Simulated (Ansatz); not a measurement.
RbBr:

```xyz
2
Lattice="0.0000 3.4270 3.4270 3.4270 0.0000 3.4270 3.4270 3.4270 0.0000" Properties=species:S:1:pos:R:3 pbc="T T T"
Rb    0.0000    0.0000    0.0000
Br    3.4270    3.4270    3.4270
```

Base run:

* Program: Ansatz 0.2.0
* Functional: HSE(alpha, omega)
* Potentials or basis: all-electron PAW datasets made for the crystal
* Cutoff: 220 eV (chosen from the basis error)
* k mesh: 4 × 4 × 4
* Occupations: fermi-dirac, width 0.05 eV
* Spin: no spin polarisation

Its results: band gap on the k mesh 5.70 eV, direct; pressure 0.8 GPa.

Q: The run is repeated on the same cell with these changes: screening of exact exchange from 0.15 1/A to 0.3 1/A. What comes out?

A: Band gap on the k mesh 5.30 eV, direct; pressure 0.8 GPa.

